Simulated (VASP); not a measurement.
# BeTe (F-43m) in VASP: settings compared

The runs below take BeTe through relaxation of cell and atoms, with PBEsol, LDA.

Program: VASP 6.6.1. These are calculated values, not measurements. Logs are shortened: lines on timing, memory, paths and dates and some standing lists are left out, and cuts for length are marked.

## Step 1: The structure

The structure is cubic, space group F-43m (No. 216). Conventional cell: a = 5.612 Å, b = 5.612 Å, c = 5.612 Å, α = 90.00°, β = 90.00°, γ = 90.00°. Be (site symmetry -43m) is surrounded by 4 Te at 2.43 Å. Te (site symmetry -43m) has 4 Be at 2.43 Å as nearest neighbours.

## Step 2: Relaxation of cell and atoms, PBEsol

Contents of INCAR:

```
SYSTEM = BeTe
PREC = Accurate ; ENCUT = 600
EDIFF = 1E-7 ; ISMEAR = 0
SIGMA = 0.03 ; LREAL = .FALSE.
LASPH = .TRUE. ; NELM = 80
ALGO = Normal ; ISIF = 3
LWAVE = .FALSE. ; LCHARG = .FALSE.
GGA = PS ; IBRION = 2
NSW = 90 ; EDIFFG = -0.005
KPAR = 4
```

Contents of KPOINTS:

```
Automatic mesh
0
G
  8 8 8
  0 0 0
```

Contents of POSCAR:

```
BeTe                                    
1.0
   -0.0000000000      2.8061350131      2.8061350131
    2.8061350131      0.0000000000      2.8061350131
    2.8061350131      2.8061350131      0.0000000000
  Be              Te            
     1     1
Direct
     0.0000000000000000    0.0000000000000000    0.0000000000000000
     0.2500000000000000    0.2500000000000000    0.2500000000000000
```

Potentials or basis: VASP PAW PBE potentials, release 64 (Be, Te).

The run is started by

```
> cat potpaw_PBE.64/Be/POTCAR potpaw_PBE.64/Te/POTCAR > POTCAR
> mpirun -np 4 vasp_std > vasp.out
```

OUTCAR:

```text
SYSTEM = BeTe
   PREC = Accurate
   ENCUT = 600
   EDIFF = 1E-7
   ISMEAR = 0
   LREAL = .FALSE.
   LASPH = .TRUE.
   NELM = 80
   ISIF = 3
   GGA = PS
   IBRION = 2
   NSW = 90
   EDIFFG = -0.005

 ion  position               nearest neighbor table
   1  0.000  0.000  0.000-   2 2.43   2 2.43   2 2.43   2 2.43
   2  0.250  0.250  0.250-   1 2.43   1 2.43   1 2.43   1 2.43

  LATTYP: Found a face centered cubic cell.
 ALAT       =     5.6122700262

  Lattice vectors:

 A1 = (   0.0000000000,   2.8061350131,   2.8061350131)
 A2 = (   2.8061350131,   0.0000000000,   2.8061350131)
 A3 = (   2.8061350131,   2.8061350131,   0.0000000000)

Analysis of symmetry for initial positions (statically):
=====================================================================
 Subroutine PRICEL returns:
 Original cell was already a primitive cell.

 Routine SETGRP: Setting up the symmetry group for a
 face centered cubic supercell.

 Subroutine GETGRP returns: Found 24 space group operations
 (whereof 24 operations were pure point group operations)
 out of a pool of 48 trial point group operations.

The static configuration has the point symmetry T_d .

Analysis of symmetry for dynamics (positions and initial velocities):
=====================================================================
 Subroutine PRICEL returns:
 Original cell was already a primitive cell.

 Routine SETGRP: Setting up the symmetry group for a
 face centered cubic supercell.

 Subroutine GETGRP returns: Found 24 space group operations
 (whereof 24 operations were pure point group operations)
 out of a pool of 48 trial point group operations.

The dynamic configuration has the point symmetry T_d .

 Subroutine INISYM returns: Found 24 space group operations
 (whereof 24 operations are pure point group operations),
 and found     1 'primitive' translations

----------------------------------------------------------------------------------------

                                     Primitive cell

  volume of cell :      44.1932

  direct lattice vectors                    reciprocal lattice vectors
     0.000000000  2.806135013  2.806135013    -0.178181020  0.178181020  0.178181020
     2.806135013  0.000000000  2.806135013     0.178181020 -0.178181020  0.178181020
     2.806135013  2.806135013  0.000000000     0.178181020  0.178181020 -0.178181020

  length of vectors
     3.968474193  3.968474193  3.968474193     0.308618580  0.308618580  0.308618580

  position of ions in fractional coordinates (direct lattice)
     0.000000000  0.000000000  0.000000000
     0.250000000  0.250000000  0.250000000

  ion indices of the primitive-cell ions
   primitive index   ion index
                 1           1
                 2           2

----------------------------------------------------------------------------------------

 KPOINTS: Automatic mesh

Automatic generation of k-mesh.
 Grid dimensions read from file:
 generate k-points for:    8    8    8

 Generating k-lattice:

  Cartesian coordinates                     Fractional coordinates (reciprocal lattice)
    -0.022272628  0.022272628  0.022272628     0.125000000  0.000000000  0.000000000
     0.022272628 -0.022272628  0.022272628     0.000000000  0.125000000  0.000000000
     0.022272628  0.022272628 -0.022272628     0.000000000  0.000000000  0.125000000

  Length of vectors
     0.038577323  0.038577323  0.038577323

  Shift w.r.t. Gamma in fractional coordinates (k-lattice)
     0.000000000  0.000000000  0.000000000

 Subroutine IBZKPT returns following result:
 ===========================================

 Found     29 irreducible k-points:

 Following reciprocal coordinates:
            Coordinates               Weight
  0.000000  0.000000  0.000000      1.000000
  0.125000  0.000000  0.000000      8.000000
  0.250000  0.000000  0.000000      8.000000
  0.375000  0.000000  0.000000      8.000000
  0.500000  0.000000  0.000000      4.000000
  0.125000  0.125000  0.000000      6.000000
[... 16 lines left out ...]
  0.500000  0.250000  0.125000     48.000000
 -0.375000  0.250000  0.125000     24.000000
 [... further k-points ...]
   k-points           NKPTS =     29   k-points in BZ     NKDIM =     29   number of bands    NBANDS=      8
   number of dos      NEDOS =    301   number of ions     NIONS =      2
   total plane-waves  NPLWV =  32768
   dimension x,y,z NGX =    32 NGY =   32 NGZ =   32
   dimension x,y,z NGXF=    64 NGYF=   64 NGZF=   64
   ions per type =               1   1
   NGX,Y,Z   is equivalent  to a cutoff of  13.41, 13.41, 13.41 a.u.
   NGXF,Y,Z  is equivalent  to a cutoff of  26.81, 26.81, 26.81 a.u.
 SYSTEM =  BeTe
   PREC   = accura    normal or accurate (medium, high low for compatibility)
   ISTART =      0    job   : 0-new  1-cont  2-samecut
   ICHARG =      2    charge: 1-file 2-atom 10-const
   ISPIN  =      1    spin polarized calculation?
   LNONCOLLINEAR =      F non collinear calculations
   LSORBIT =      F    spin-orbit coupling
   LASPH  =      T    aspherical Exc in radial PAW
   ENCUT  =  600.0 eV  44.10 Ry    6.64 a.u.   7.93  7.93  7.93*2*pi/ulx,y,z
   NELM   =     80;   NELMIN=  2; NELMDL= -5     # of ELM steps
   EDIFF  = 0.1E-06   stopping-criterion for ELM
   LREAL  =      F    real-space projection
   EDIFFG = -.5E-02   stopping-criterion for IOM
   NSW    =     90    number of steps for IOM
   IBRION =      2    ionic relax: 0-MD 1-quasi-New 2-CG
   NFREE  =      1    steps in history (QN), initial steepest desc. (CG)
   ISIF   =      3    stress and relaxation
   ISYM   =      2    0-nonsym 1-usesym 2-fastsym
   POTIM  = 0.5000    time-step for ionic-motion
   TEBEG  =    0.0;   TEEND  =   0.0 temperature during run
   PSTRESS=    0.0 pullay stress
   NELECT =       8.0000    total number of electrons
   NUPDOWN=      -1.0000    fix difference up-down
   EMIN   =  10.00;   EMAX   =-10.00  energy-range for DOS
   EFERMI =   0.00;   METHOD = LEGACY
   ISMEAR =     0;   SIGMA  =   0.03  broadening in eV -4-tet -1-fermi 0-gaus
   EFERMI_NEDOS =   21; number of points for ismear=-14 and -15
   IALGO  =     38    algorithm
   IMIX   =      4    mixing-type and parameters
     AMIX     =   0.40;   BMIX     =  1.00
     AMIX_MAG =   1.60;   BMIX_MAG =  1.00
  volume/ion in A,a.u.               =      22.10       149.12
  Fermi-wavevector in a.u.,A,eV,Ry     =   0.926089  1.750055 11.668923  0.857642
  Thomas-Fermi vector in A             =   2.052014
   LORBIT       =      0    0 simple, 1 ext, 2 COOP (PROOUT), +10 PAW based schemes
   GGA     = PS    functional components
   LHFCALC =     F    Hartree Fock is set to
   AEXX    =    0.0000 exact exchange contribution
   IVDW    =     0    specifies the selected vdW correction
   LEPSILON=     F    determine dielectric tensor
   LRPA    =     F    only Hartree local field effects (RPA)
 conjugate gradient relaxation of ions
 non-spin polarized calculation
 Gauss-broadening in eV      SIGMA  =   0.03
  energy-cutoff  :      600.00
  volume of cell :       44.19
 maximum number of plane-waves:      1490
   NGX = 15   NGY = 15   NGZ = 15

 number of electron       8.0000000 magnetization

 Free energy of the ion-electron system (eV)
  ---------------------------------------------------
  ext. energy  EPLUGINS =         0.00000000
  ---------------------------------------------------
  free energy    TOTEN  =        -8.21599120 eV

  energy without entropy =       -8.21599120  energy(sigma->0) =       -8.21599120

 E-fermi :   5.2755     XC(G=0):  -9.2429

 val. band max:        5.1215504865   @ k =   0.0000   0.0000   0.0000
 cond. band min:       6.9494200450   @ k =   0.5000   0.5000   0.0000
 fundamental gap:      1.8278695585
 Fermi energy:         5.2755469007

 k-point     1 :       0.0000    0.0000    0.0000
  band No.  band energies     occupation
      1      -7.2808      2.00000
      2       5.1216      2.00000
      3       5.1216      2.00000
      4       5.1216      2.00000
      5       8.7120      0.00000
      6       8.7120      0.00000
      7       8.7120      0.00000
      8       8.9297      0.00000

 k-point     2 :       0.1250    0.0000    0.0000
  band No.  band energies     occupation
      1      -7.1305      2.00000
      2       3.7788      2.00000
      3       4.8809      2.00000
      4       4.8809      2.00000
      5       8.6367      0.00000
      6       9.0613      0.00000
      7       9.0613      0.00000
      8      10.2430      0.00000

 k-point     3 :       0.2500    0.0000    0.0000
  band No.  band energies     occupation
      1      -6.7150      2.00000
      2       1.7403      2.00000
      3       4.4344      2.00000
      4       4.4344      2.00000
      5       8.4160      0.00000
      6       9.5915      0.00000
      7       9.5915      0.00000
      8      12.1507      0.00000

 k-point     4 :       0.3750    0.0000    0.0000
  band No.  band energies     occupation
      1      -6.1839      2.00000
      2       0.1287      2.00000
      3       4.0924      2.00000
      4       4.0924      2.00000
      5       8.2444      0.00000
      6       9.7107      0.00000
      7       9.7107      0.00000
      8      12.8477      0.00000

 k-point     5 :       0.5000    0.0000    0.0000
  band No.  band energies     occupation
      1      -5.9051      2.00000
      2      -0.5212      2.00000
      3       3.9699      2.00000
      4       3.9699      2.00000
      5       8.1836      0.00000
      6       9.6732      0.00000
      7       9.6732      0.00000
      8      12.7840      0.00000

 k-point     6 :       0.1250    0.1250    0.0000
  band No.  band energies     occupation
      1      -7.0801      2.00000
      2       4.0057      2.00000
      3       4.4445      2.00000
      4       4.4445      2.00000
      5       8.3073      0.00000
      6       9.6879      0.00000
      7       9.6879      0.00000
      8       9.9584      0.00000

 k-point     7 :       0.2500    0.1250    0.0000
  band No.  band energies     occupation
      1      -6.7511      2.00000
      2       2.3492      2.00000
      3       3.9513      2.00000
      4       4.1217      2.00000
      5       8.4192      0.00000
      6       9.6766      0.00000
      7      10.4326      0.00000
      8      10.8897      0.00000
[... 133 lines left out ...]
 k-point    20 :      -0.3750    0.3750    0.0000
  band No.  band energies     occupation
      1      -5.4252      2.00000
      2       0.3039      2.00000
      3       1.1428      2.00000
      4       2.8439      2.00000
      5       7.7221      0.00000
      6      10.3355      0.00000
      7      13.0298      0.00000
      8      13.3331      0.00000

 k-point    21 :       0.5000    0.5000    0.0000
  band No.  band energies     occupation
      1      -5.4032      2.00000
      2      -0.0643      2.00000
      3       2.4235      2.00000
      4       2.4235      2.00000
      5       6.9494      0.00000
      6       7.7200      0.00000
      7      14.8946      0.00000
      8      14.8946      0.00000

 k-point    22 :       0.3750    0.2500    0.1250
  band No.  band energies     occupation
      1      -6.3711      2.00000
      2       1.4938      2.00000
      3       2.8210      2.00000
      4       3.8693      2.00000
      5       8.6611      0.00000
      6       9.9892      0.00000
      7      10.4272      0.00000
      8      11.4203      0.00000

 k-point    23 :       0.5000    0.2500    0.1250
  band No.  band energies     occupation
      1      -5.8988      2.00000
      2       0.4189      2.00000
      3       2.2782      2.00000
      4       3.4017      2.00000
      5       9.1028      0.00000
      6       9.7766      0.00000
      7      11.0102      0.00000
      8      12.0414      0.00000

 k-point    24 :      -0.3750    0.2500    0.1250
  band No.  band energies     occupation
      1      -5.6596      2.00000
      2      -0.0874      2.00000
      3       2.1697      2.00000
      4       3.1729      2.00000
      5       9.2598      0.00000
      6       9.4712      0.00000
      7      11.8103      0.00000
      8      12.8708      0.00000

 [... further k-points ...]

------------------------ aborting loop because EDIFF is reached ----------------------------------------

  FORCE on cell =-STRESS in cart. coord.  units (eV):
  Direction    XX          YY          ZZ          XY          YZ          ZX
  --------------------------------------------------------------------------------------
  -------------------------------------------------------------------------------------
  Total        0.0012281      0.0012281      0.0012281     -0.0000000      0.0000000      0.0000000
  in kB        0.0445235      0.0445235      0.0445235     -0.0000000      0.0000000      0.0000000
  external PRESSURE =       0.0445235 kB  Pullay stress =       0.0000000 kB

 VOLUME and BASIS-vectors are now :
 -----------------------------------------------------------------------------
  energy-cutoff  :      600.00
  volume of cell :       44.19
      direct lattice vectors                 reciprocal lattice vectors
     0.000000000  2.806135013  2.806135013    -0.178181020  0.178181020  0.178181020
     2.806135013  0.000000000  2.806135013     0.178181020 -0.178181020  0.178181020
     2.806135013  2.806135013  0.000000000     0.178181020  0.178181020 -0.178181020

 POSITION                                       TOTAL-FORCE (eV/Angst)
 -----------------------------------------------------------------------------------
      0.00000      0.00000      0.00000        -0.000000     -0.000000     -0.000000
      1.40307      1.40307      1.40307         0.000000      0.000000      0.000000
 -----------------------------------------------------------------------------------
    total drift:                                0.000000      0.000000      0.000000

  FREE ENERGIE OF THE ION-ELECTRON SYSTEM (eV)
  ---------------------------------------------------
  free  energy   TOTEN  =        -8.2159911962 eV

  energy  without entropy=       -8.2159911962  energy(sigma->0) =       -8.21599120

 reached required accuracy - stopping structural energy minimisation
```

It took 3 s on 4 MPI ranks of Intel Xeon 6975P-C (Granite Rapids), shared host; peak memory 0.17 GiB.

What came out:

```yaml
Free_energy: -8.2160 eV
Pressure_after_relaxing: 0.0 GPa
Band_gap_on_the_k_mesh: 1.83 eV, indirect (least direct gap 3.59 eV)
```

Final structure:
```cif
data_structure
_symmetry_space_group_name_H-M 'P 1'
_symmetry_Int_Tables_number 1
_cell_length_a 3.9685
_cell_length_b 3.9685
_cell_length_c 3.9685
_cell_angle_alpha 60.000
_cell_angle_beta 60.000
_cell_angle_gamma 60.000
_cell_volume 44.19
loop_
_atom_site_label
_atom_site_type_symbol
_atom_site_fract_x
_atom_site_fract_y
_atom_site_fract_z
_atom_site_occupancy
Be1 Be 0.00000 0.00000 0.00000 1
Te1 Te 0.25000 0.25000 0.25000 1
```

Levels at points of the mesh, in eV from the valence-band top:
```
           k point  band 1  band 2  band 3  band 4  band 5  band 6  band 7  band 8
(0.00, 0.00, 0.00)  -12.40    0.00    0.00    0.00    3.59    3.59    3.59    3.81
(0.50, 0.00, 0.00)  -11.03   -5.64   -1.15   -1.15    3.06    4.55    4.55    7.66
(0.50, 0.50, 0.00)  -10.52   -5.19   -2.70   -2.70    1.83    2.60    9.77    9.77
```

Caveat: the relaxation stopped at its first step, so nothing moved; the PAW data sets were made with another functional, which shifts forces and pressure a little; spin-orbit coupling is left out, which moves the levels of the heavy elements.

## Step 3: Relaxation of cell and atoms, LDA

This run uses another cell than the first one, of 21.25 Å³/atom, 0.962 times its volume.

Contents of INCAR:

```
SYSTEM = BeTe
  ALGO = Normal
  EDIFF = 1E-6
  EDIFFG = -0.01
  ENCUT = 600
  GGA = CA
  IBRION = 2
  ISIF = 3
  ISMEAR = 0
  LASPH = .True.
  LCHARG = .False.
  LREAL = .False.
  LWAVE = .False.
  NELM = 80
  NSW = 90
  PREC = Accurate
  SIGMA = 0.03
```

Contents of KPOINTS:

```
k-points
0
Gamma
  8 8 8
  0 0 0
```

Contents of POSCAR:

```
BeTe
1.0
    0.0000000000      2.7700000000      2.7700000000
    2.7700000000      0.0000000000      2.7700000000
    2.7700000000      2.7700000000      0.0000000000
Be Te
1 1
Direct
    0.0000000000      0.0000000000      0.0000000000
    0.2500000000      0.2500000000      0.2500000000
```

Potentials or basis: VASP PAW LDA potentials, release 64 (Be, Te).

The run is started by

```
> cat potpaw_LDA.64/Be/POTCAR potpaw_LDA.64/Te/POTCAR > POTCAR
> mpirun -np 1 vasp_std > vasp.out
```

Wall time 14 s (1 thread of Intel Xeon Platinum 8259CL at 2.50GHz (Skylake/Cascade Lake), shared host); peak memory 0.16 GiB.

It converged, with:

```yaml
Free_energy: -8.7267 eV
Relaxed_volume: 21.51 Å³/atom
Relaxed_cell: a = 3.933 Å, b = 3.933 Å, c = 3.933 Å, α = 60.00°, β = 60.00°, γ = 60.00°
Space_group_after_relaxing_to_0.05_Å: F-43m (No. 216)
Energy_gained_by_relaxing: 0.6 meV/atom
Ionic_steps: 3
Pressure_after_relaxing: 0.0 GPa
Band_gap_on_the_k_mesh: 1.78 eV, indirect (least direct gap 3.55 eV)
```

The path:
```
step  energy change (eV)  largest force (eV/Å)  pressure (GPa)  volume (Å³)
   1              0.0000                0.0000            0.79        42.51
   2             -0.0012                0.0000           -0.19        43.16
   3             -0.0013                0.0000            0.00        43.03
```

Final structure:
```yaml
crystal:
  lattice:
    - [0.00000, 2.78122, 2.78122]
    - [2.78122, 0.00000, 2.78122]
    - [2.78122, 2.78122, 0.00000]
  atoms:
    - { symbol: Be, position: [0.00000, 0.00000, 0.00000] }
    - { symbol: Te, position: [0.25000, 0.25000, 0.25000] }
```

Levels at points of the mesh, in eV from the valence-band top:
```csv
k point,band 1,band 2,band 3,band 4,band 5,band 6,band 7,band 8
"(0.00, 0.00, 0.00)",-12.57,0.00,0.00,0.00,3.55,3.55,3.55,4.00
"(0.50, 0.00, 0.00)",-11.14,-5.77,-1.19,-1.19,3.15,4.54,4.54,7.64
"(0.50, 0.50, 0.00)",-10.62,-5.28,-2.79,-2.79,1.78,2.60,9.83,9.83
```

Caveat: spin-orbit coupling is left out, which moves the levels of the heavy elements.
